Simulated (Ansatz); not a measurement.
CaF2 (Fluorite) in Ansatz: the effect of functional

Crystal: CaF2 (Fluorite).

```
Ca F
1.0
     0.00000    2.71267    2.71267
     2.71267    0.00000    2.71267
     2.71267    2.71267    0.00000
Ca F
1 2
Direct
  0.00000 0.00000 0.00000
  0.75000 0.75000 0.75000
  0.25000 0.25000 0.25000
```

The cell isn't the ideal one: volume scaled by 0.98.

Alike in all runs:

* Program: Ansatz 0.2.0
* Task: single point
* Potentials or basis: Ansatz PAW
* k mesh: 8 × 8 × 8
* Occupations: fermi-dirac, width 0.05 eV
* Spin: no spin polarisation

Problem. One run gave: gap on the mesh 7.04 eV; pressure -5.0 GPa. Which functional did it use?
A. PBEsol
B. r2SCAN
C. LDA

Solution. C.

| functional | cutoff | gap on the mesh (eV) | pressure (GPa) |
| --- | --- | --- | --- |
| LDA | 420 eV (not typed: the program's choice for these potentials) | 7.04 | -5.0 |
| PBEsol | 420 eV (not typed: the program's choice for these potentials) | 7.23 | -0.2 |
| r2SCAN | 500 eV (not typed: the program's choice for these potentials) | 8.08 | 0.7 |

Caveats: the PAW data sets come from PBE, with cores solved anew for the run's functional, which leaves a small shift of forces and pressure.

A k mesh can miss the band edges.
